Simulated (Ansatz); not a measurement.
Runs of Ansatz 0.2.0 on Re. It takes space group P6_3/mmc (No. 194, hexagonal). The conventional cell has a = 2.761 Å, b = 2.761 Å, c = 4.458 Å, α = 90.00°, β = 90.00°, γ = 120.00°. Around Re (site symmetry -6m2) lie 12 Re at 2.74 to 2.76 Å. 

| task | level | potentials or basis | spin | cell | k mesh | cutoff (eV) | points for each segment of the path | mesh quality | gap on the mesh (eV) | pressure (GPa) | V0 of scaled cells (Å³/atom) | relaxed volume (Å³/atom) | B0 (GPa) |
| --- | --- | --- | --- | --- | --- | --- | --- | --- | --- | --- | --- | --- | --- |
| band structure | LDA | Ansatz PAW | SOC, no magnetisation | as given | 11 × 11 × 6 | 420 | 14 | not flagged | none | -9.4 | - | - | - |
| equation of state | LDA | JTH PAW LDA | off | as given | 11 × 11 × 6 | 1290 | - | not flagged | - | - | 14.33 | - | (a) |
| relaxation of cell and atoms | PBEsol+D3(BJ) | Ansatz PAW | off | relaxed | 11 × 11 × 6 | 420 | - | not flagged | - | 0.0 | - | 14.27 | - |
| equation of state | BHLYP | Ansatz PAW | off | as given | 6 × 6 × 3 | 420 | - | coarse | - | - | 14.65 | - | 397 |
| relaxation of cell and atoms | SVWN5 | Ansatz PAW | off | relaxed | 11 × 11 × 6 | 420 | - | not flagged | none | 0.0 | - | 14.32 | - |
| relaxation of cell and atoms | BLYP+D4 | Ansatz PAW | off | relaxed | 11 × 11 × 6 | 420 | - | not flagged | - | 0.0 | - | (b) | - |
| band structure | rPW86-PBE | Ansatz PAW | off | as given | 11 × 11 × 6 | 420 | 14 | not flagged | none | 20.7 | - | - | - |
| relaxation of cell and atoms | r2SCAN+rVV10 | Ansatz PAW | off | relaxed | 11 × 11 × 6 | 500 | - | not flagged | - | 0.0 | - | 14.60 | - |

Alike in all rows: smearing fermi-dirac 0.05 eV.

**Question.** Fill in the values left out.

**Answer.** (a) 404; (b) 14.92.

Caveats: some runs use coarse meshes; the PAW data sets come from PBE, with cores solved anew for the run's functional, which leaves a small shift of forces and pressure (some runs); the plane-wave basis is chosen anew once the cell has moved, so the energies of steps on either side of that aren't comparable (some runs); the cell was scaled at fixed shape and fractional positions, which overstates the stiffness of a crystal with free parameters, most of all of layers and chains (some runs); the potentials were made for another functional, which shifts forces and pressure (some runs); the fit is doubtful: noisy points or a state that changes with volume (some runs); so large a pressure means that the cell lies far from this level's equilibrium, or that cutoff or potentials fall short (some runs); spin-orbit coupling is left out, which moves the levels of the heavy elements (some runs).

A k mesh can miss the band edges, and rows without SOC leave out spin-orbit coupling on Re.

A gap of «none» marks a metal or a gap under the smearing width.

Runs at the PBE level aren't shown here.
